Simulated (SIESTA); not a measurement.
Ga under changes of volume

One of the cells (17.718 Å³/atom); the others are scaled copies at fixed shape and fractional positions:

```
CELL_PARAMETERS angstrom
-1.38440 1.38440 2.31122
1.38440 -1.38440 2.31122
1.38440 1.38440 -2.31122
ATOMIC_POSITIONS crystal
Ga 0.00000 0.00000 0.00000
```

This isn't the form of Ga at room conditions, which is orthorhombic.

- Program: SIESTA 5.4.2
- Functional: LDA
- Potentials or basis: PseudoDojo 0.4 standard (LDA files)
- Basis: DZP (energy shift 0.003 Ry; two zetas on semicore shells)
- Grid cutoff: 800 Ry
- Energy shift: 0.003 Ry
- k mesh: 13 × 13 × 13
- Occupations: fermi-dirac, width 0.05 eV
- Spin: no spin polarisation

```csv
volume (Å³/atom),energy over the lowest point (meV/atom),pressure (GPa)
16.655,?,?
17.010,0.00,0.3
17.364,1.08,-1.1
17.718,5.09,-2.3
18.073,11.66,-3.4
18.427,20.38,-4.3
18.781,30.87,-5.0
```

What does the run at 16.655 Å³/atom give?

Energy over the lowest point 2.30 meV/atom; pressure 1.9 GPa.

Worked out: A Birch-Murnaghan fit of order 3 (a polynomial in V^(-2/3)) to the other rows has its minimum at 17.07 Å³/atom with B0 = V·E''(V) = 74 GPa and B' = 6.5 at fixed shape and positions, which overstates the stiffness. It gives 2.41 meV/atom at 16.655 Å³/atom, against the run's 2.30, and -dE/dV = 2.0 GPa, against 1.9.

Energies are extrapolated to zero smearing.

Caveats: the basis of atomic orbitals isn't converged, which shifts pressures, moduli and gaps.
